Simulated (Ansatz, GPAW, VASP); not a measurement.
## C: 4 runs at one level of theory

```
C
1.0
     0.00000    1.78337    1.78337
     1.78337    0.00000    1.78337
     1.78337    1.78337    0.00000
C
2
Direct
  0.75000 0.75000 0.75000
  0.50000 0.50000 0.50000
```

Alike in all runs: task single point; functional PBE; k mesh 13 × 13 × 13; occupations gaussian, width 0.025 eV; no spin polarisation; no spin-orbit coupling. Pressure is positive in compression and, in plane waves, holds the error of the finite cutoff, which Ansatz's Pulay term estimates and takes out.

```tsv
program and potentials	plane-wave cutoff (eV)	notes	pressure (GPa)
Ansatz, Ansatz PAW	420	Pulay term of +1.04 GPa included	1.78
VASP, PBE PAW files C, 520 eV	520	-	2.46
Ansatz, all-electron LAPW, scalar-relativistic	-	-	?
GPAW, GPAW PAW data sets (gpaw-data 1.2.1)	800	-	1.42
```

**Question.** Estimate from the other rows what the run with Ansatz, all-electron LAPW, scalar-relativistic gave.

**Answer.** Pressure 1.75 GPa. The other rows, which needn't bracket it: pressure 1.42 to 2.46.
